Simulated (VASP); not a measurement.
# KTaO3 (Pm-3m) in VASP: a series of runs

One crystal, KTaO3, is run at these levels: LDA, PBE, PBEsol; tasks: elastic constants, dielectric tensor, phonons.

Everything below comes from runs of VASP 6.6.1. Logs are shortened: lines on timing, memory, paths and dates and some standing lists are left out, and cuts for length are marked.

## 1. The crystal as given

Symmetry: Pm-3m, No. 221, cubic system. Conventional cell: a = 3.959 Å, b = 3.959 Å, c = 3.959 Å, α = 90.00°, β = 90.00°, γ = 90.00°. K (site symmetry m-3m) has 12 O at 2.80 Å as nearest neighbours. Ta (site symmetry m-3m) has 6 O at 1.98 Å as nearest neighbours. O (site symmetry 4/mmm) is surrounded by 2 Ta at 1.98 Å.

## 2. Elastic constants, LDA

File POSCAR:

```
KTaO3
1.0
    3.9589256250      0.0000000000      0.0000000000
    0.0000000000      3.9589256250      0.0000000000
    0.0000000000      0.0000000000      3.9589256250
  K               Ta              O
     1     1     3
Direct
     0.5000000000000000    0.5000000000000000    0.5000000000000000
     0.0000000000000000    0.0000000000000000    0.0000000000000000
     0.5000000000000000    0.0000000000000000    0.0000000000000000
     0.0000000000000000    0.5000000000000000    0.0000000000000000
     0.0000000000000000    0.0000000000000000    0.5000000000000000
```

File INCAR.step1:

```
PREC = Accurate
ENCUT = 600
EDIFF = 1E-8
ISMEAR = 0
SIGMA = 0.03
LREAL = False
LASPH = True
NELM = 80
ALGO = Fast
ISIF = 3
LWAVE = False
LCHARG = False
IBRION = 2
NSW = 40
EDIFFG = -0.002
```

File INCAR.step2:

```
PREC = Accurate
ENCUT = 600
EDIFF = 1E-8
ISMEAR = 0
SIGMA = 0.03
LREAL = False
LASPH = True
NELM = 80
ALGO = Fast
ISIF = 3
LWAVE = False
LCHARG = False
IBRION = 6
NFREE = 2
POTIM = 0.015
NSW = 1
```

File KPOINTS:

```
Automatic mesh
0
Gamma
  8 8 8
```

Potentials or basis: VASP PAW LDA potentials, release 64 (K_sv, Ta_pv, O).

Started as:

```sh
cat potpaw_LDA.64/K_sv/POTCAR potpaw_LDA.64/Ta_pv/POTCAR potpaw_LDA.64/O/POTCAR > POTCAR
cp INCAR.step1 INCAR
mpirun -np 1 vasp_std > vasp.out
cp CONTCAR POSCAR
cp INCAR.step2 INCAR
mpirun -np 1 vasp_std > vasp.out
```

OUTCAR:

```text
PREC = Accurate
   ENCUT = 600
   EDIFF = 1E-8
   ISMEAR = 0
   LREAL = False
   LASPH = True
   NELM = 80
   ISIF = 3
   IBRION = 6
   NFREE = 2
   POTIM = 0.015
   NSW = 1

 ion  position               nearest neighbor table
   1  0.500  0.500  0.500-   3 2.80   4 2.80   5 2.80   3 2.80   4 2.80   3 2.80   5 2.80   3 2.80
                             4 2.80   5 2.80   4 2.80   5 2.80   2 3.43   2 3.43   2 3.43   2 3.43
   2  0.000  0.000  0.000-   3 1.98   4 1.98   5 1.98   5 1.98   4 1.98   3 1.98   1 3.43   1 3.43
                             1 3.43   1 3.43   1 3.43   1 3.43   1 3.43   1 3.43
   3  0.500  0.000  0.000-   2 1.98   2 1.98   1 2.80   1 2.80   1 2.80   1 2.80
   4  0.000  0.500  0.000-   2 1.98   2 1.98   1 2.80   1 2.80   1 2.80   1 2.80
   5  0.000  0.000  0.500-   2 1.98   2 1.98   1 2.80   1 2.80   1 2.80   1 2.80

  LATTYP: Found a simple cubic cell.
 ALAT       =     3.9589256250

  Lattice vectors:

 A1 = (   3.9589256250,   0.0000000000,   0.0000000000)
 A2 = (   0.0000000000,   3.9589256250,   0.0000000000)
 A3 = (   0.0000000000,   0.0000000000,   3.9589256250)

Analysis of symmetry for initial positions (statically):
=====================================================================
 Subroutine PRICEL returns:
 Original cell was already a primitive cell.

 Routine SETGRP: Setting up the symmetry group for a
 simple cubic supercell.

 Subroutine GETGRP returns: Found 48 space group operations
 (whereof 48 operations were pure point group operations)
 out of a pool of 48 trial point group operations.

The static configuration has the point symmetry O_h .

Analysis of symmetry for dynamics (positions and initial velocities):
=====================================================================
 Subroutine PRICEL returns:
 Original cell was already a primitive cell.

 Routine SETGRP: Setting up the symmetry group for a
 simple cubic supercell.

 Subroutine GETGRP returns: Found 48 space group operations
 (whereof 48 operations were pure point group operations)
 out of a pool of 48 trial point group operations.

The dynamic configuration has the point symmetry O_h .

 Subroutine INISYM returns: Found 48 space group operations
 (whereof 48 operations are pure point group operations),
 and found     1 'primitive' translations

----------------------------------------------------------------------------------------

                                     Primitive cell

  volume of cell :      62.0486

  direct lattice vectors                    reciprocal lattice vectors
     3.958925625  0.000000000  0.000000000     0.252593783  0.000000000  0.000000000
     0.000000000  3.958925625  0.000000000     0.000000000  0.252593783  0.000000000
     0.000000000  0.000000000  3.958925625     0.000000000  0.000000000  0.252593783

  length of vectors
     3.958925625  3.958925625  3.958925625     0.252593783  0.252593783  0.252593783

  position of ions in fractional coordinates (direct lattice)
     0.500000000  0.500000000  0.500000000
     0.000000000  0.000000000  0.000000000
     0.500000000  0.000000000  0.000000000
     0.000000000  0.500000000  0.000000000
     0.000000000  0.000000000  0.500000000

  ion indices of the primitive-cell ions
   primitive index   ion index
                 1           1
                 2           2
                 3           3
                 4           4
[... 128 lines left out ...]

  FORCE on cell =-STRESS in cart. coord.  units (eV):
  Direction    XX          YY          ZZ          XY          YZ          ZX
  --------------------------------------------------------------------------------------
  -------------------------------------------------------------------------------------
  Total       -0.0074554     -0.0074554     -0.0074554     -0.0000000     -0.0000000     -0.0000000
  in kB       -0.1925091     -0.1925091     -0.1925091     -0.0000000     -0.0000000     -0.0000000
  external PRESSURE =      -0.1925091 kB  Pullay stress =       0.0000000 kB
[... 98 lines left out ...]
  FREE ENERGIE OF THE ION-ELECTRON SYSTEM (eV)
  ---------------------------------------------------
  free  energy   TOTEN  =       -45.0451099775 eV

  energy  without entropy=      -45.0451099775  energy(sigma->0) =      -45.04510998

[... ionic steps 4 to 18 ...]

--------------------------------------- Ionic step       19  -------------------------------------------

 number of electron      37.9999983 magnetization

------------------------ aborting loop because EDIFF is reached ----------------------------------------
[... 73 lines left out ...]
--------------------------------------- Ionic step       21  -------------------------------------------

 number of electron      37.9999983 magnetization

 Free energy of the ion-electron system (eV)
  ---------------------------------------------------
  ext. energy  EPLUGINS =         0.00000000
  ---------------------------------------------------
  free energy    TOTEN  =       -45.06702386 eV

  energy without entropy =      -45.06702386  energy(sigma->0) =      -45.06702386

 E-fermi :   1.9088     XC(G=0): -11.5432

 val. band max:        1.6784397641   @ k =   0.5000   0.5000   0.5000
 cond. band min:       3.7442600605   @ k =   0.0000   0.0000   0.0000
 fundamental gap:      2.0658202964
 Fermi energy:         1.9087574907

 k-point     1 :       0.0000    0.0000    0.0000
  band No.  band energies     occupation
      1     -32.1375      2.00000
      2     -32.1375      2.00000
      3     -32.1375      2.00000
      4     -25.1793      2.00000
      5     -15.6610      2.00000
      6     -14.9166      2.00000
[... 613 lines left out ...]
     22       7.8453      0.00000
     23      10.2922      0.00000

 [... further k-points ...]

------------------------ aborting loop because EDIFF is reached ----------------------------------------

  FORCE on cell =-STRESS in cart. coord.  units (eV):
  Direction    XX          YY          ZZ          XY          YZ          ZX
  --------------------------------------------------------------------------------------
  -------------------------------------------------------------------------------------
  Total       -0.0121804     -0.0072629     -0.0069541      0.0000000      0.0000000      0.0000000
  in kB       -0.3145132     -0.1875371     -0.1795647      0.0000000      0.0000000      0.0000000
  external PRESSURE =      -0.2272050 kB  Pullay stress =       0.0000000 kB
[... 20 lines left out ...]
  FREE ENERGIE OF THE ION-ELECTRON SYSTEM (eV)
  ---------------------------------------------------
  free  energy   TOTEN  =       -45.0670238606 eV

  energy  without entropy=      -45.0670238606  energy(sigma->0) =      -45.06702386

 INTERNAL STRAIN TENSORS FROM STRAINED CELLS
 ============================================

 INTERNAL STRAIN TENSOR FOR ION    1 for displacements in x,y,z  (eV/Angst):
          X           Y           Z          XY          YZ          ZX
  --------------------------------------------------------------------------------
  x     0.00000     0.00000     0.00000     0.00000     0.00000     0.00000
  y     0.00000     0.00000     0.00000     0.00000     0.00000     0.00000
  z     0.00000     0.00000     0.00000     0.00000    -0.00000     0.00000

 INTERNAL STRAIN TENSORS FROM DISPLACED ATOMS
 ============================================

 INTERNAL STRAIN TENSOR FOR ION    1 for displacements in x,y,z  (eV/Angst):
          X           Y           Z          XY          YZ          ZX
  --------------------------------------------------------------------------------
  x     0.00000     0.00000     0.00000     0.00000     0.00000     0.00000
  y     0.00000     0.00000     0.00000     0.00000     0.00000     0.00000
  z     0.00000     0.00000     0.00000     0.00000     0.00000     0.00000

 INTERNAL STRAIN TENSOR FOR ION    5 for displacements in x,y,z  (eV/Angst):
          X           Y           Z          XY          YZ          ZX
  --------------------------------------------------------------------------------
  x     0.00000     0.00000     0.00000     0.00000     0.00000     0.00000
  y     0.00000     0.00000     0.00000     0.00000     0.00000     0.00000
  z     0.00000     0.00000     0.00000     0.00000     0.00000     0.00000

 Eigenvectors and eigenvalues of the dynamical matrix
 ----------------------------------------------------

   1 f  =   16.742055 THz   105.193436 2PiTHz  558.454853 cm-1    69.239546 meV
             X         Y         Z           dx          dy          dz
      1.979463  1.979463  1.979463    -0.000093   -0.012613    0.000000
      0.000000  0.000000  0.000000    -0.000331   -0.044637   -0.000000
      1.979463  0.000000  0.000000     0.006418   -0.351238   -0.000000
      0.000000  1.979463  0.000000    -0.002601    0.866636    0.000000
      0.000000  0.000000  1.979463    -0.002601   -0.351238    0.000000
[... 105 lines left out ...]
  15 f/i=    0.210988 THz     1.325677 2PiTHz    7.037803 cm-1     0.872576 meV
             X         Y         Z           dx          dy          dz
      1.979463  1.979463  1.979463    -0.093693    0.164992    0.339962
      0.000000  0.000000  0.000000    -0.190169    0.334885    0.690024
      1.979463  0.000000  0.000000    -0.064830    0.116602    0.240257
      0.000000  1.979463  0.000000    -0.066214    0.114165    0.240257
      0.000000  0.000000  1.979463    -0.066214    0.116602    0.235235

--------------------------------------------------------------------------------------------------------

 ELASTIC MODULI CONTR FROM IONIC RELAXATION (kBar)
 Direction    XX          YY          ZZ          XY          YZ          ZX
 --------------------------------------------------------------------------------
 XX           0.0000      0.0000      0.0000      0.0000      0.0000      0.0000
 YY           0.0000      0.0000      0.0000      0.0000      0.0000      0.0000
 ZZ           0.0000      0.0000      0.0000      0.0000      0.0000      0.0000
 XY           0.0000      0.0000      0.0000      0.0000      0.0000      0.0000
 YZ           0.0000      0.0000      0.0000      0.0000      0.0000      0.0000
 ZX           0.0000      0.0000      0.0000      0.0000      0.0000      0.0000
 --------------------------------------------------------------------------------

 TOTAL ELASTIC MODULI (kBar)
 Direction    XX          YY          ZZ          XY          YZ          ZX
 --------------------------------------------------------------------------------
 XX        4904.6603    815.4663    815.4663     -0.0000     -0.0000      0.0000
 YY         815.4663   4904.6603    815.4663     -0.0000     -0.0000      0.0000
 ZZ         815.4663    815.4663   4904.6603     -0.0000     -0.0000      0.0000
 XY          -0.0000     -0.0000     -0.0000   1004.1607      0.0000      0.0000
 YZ          -0.0000     -0.0000     -0.0000      0.0000   1004.1607      0.0000
 ZX           0.0000      0.0000      0.0000      0.0000      0.0000   1004.1607
 --------------------------------------------------------------------------------
```

Run time: 44 min. Hardware: 1 thread of AMD EPYC 9R14 (Zen 4), shared host; peak memory 0.51 GiB.

Results:

```
Elastic constants C11, C12, C44                         : 490, 82, 100 GPa
Voigt bulk modulus                                      : 218 GPa
Highest phonon frequency at Γ, LO-TO splitting left out : 558 cm⁻¹
```

Phonon frequencies in cm⁻¹ (negative: imaginary):
```csv
q point,frequencies
"(0.000, 0.000, 0.000)",-7 -7 -7 116 116 116 182 182 182 247 247 247 558 558 558
```

Elastic tensor in Voigt notation (GPa, in the Cartesian axes of the cell as first typed):
```
490  82  82   0   0   0
 82 490  82   0   0   0
 82  82 490   0   0   0
  0   0   0 100   0   0
  0   0   0   0 100   0
  0   0   0   0   0 100
```

Clamped-ion elastic tensor (GPa):
```
490  82  82   0   0   0
 82 490  82   0   0   0
 82  82 490   0   0   0
  0   0   0 100   0   0
  0   0   0   0 100   0
  0   0   0   0   0 100
```

Spin-orbit coupling is left out, which matters for the levels of Ta.

(Continued in part 2 of 3.)
